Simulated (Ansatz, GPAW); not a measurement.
Hf: programs and potentials compared

```xyz
2
Lattice="3.1967 0.0000 0.0000 -1.5983 2.7684 0.0000 0.0000 0.0000 5.0578" Properties=species:S:1:pos:R:3 pbc="T T T"
Hf    1.5984    0.9228    3.7934
Hf    0.0000    1.8456    1.2645
```

Alike in all runs: task single point; functional PBE; k mesh 10 × 10 × 5; occupations gaussian, width 0.015 eV; no spin polarisation; no spin-orbit coupling. Pressure is positive in compression and, in plane waves, holds the error of the finite cutoff, which Ansatz's Pulay term estimates and takes out.

```json
{"program and potentials": "Ansatz, Ansatz PAW", "plane-wave cutoff (eV)": "420", "notes": "26 valence electrons an atom on average; Pulay term of +0.05 GPa included", "pressure (GPa)": "0.63"}
{"program and potentials": "GPAW, GPAW PAW data sets (gpaw-data 1.2.1)", "plane-wave cutoff (eV)": "600", "notes": "12 valence electrons an atom on average", "pressure (GPa)": "0.93"}
{"program and potentials": "Ansatz, all-electron LAPW, scalar-relativistic", "plane-wave cutoff (eV)": "-", "notes": "-", "pressure (GPa)": "0.65"}
```

The pressure spans 0.63 (Ansatz, Ansatz PAW) to 0.93 GPa (GPAW, GPAW PAW data sets (gpaw-data 1.2.1)), with all-electron results at 0.65.

The functional is the same throughout but for its coding, so the spread measures potentials, basis and numerics; runs on potential files found faulty are left out.
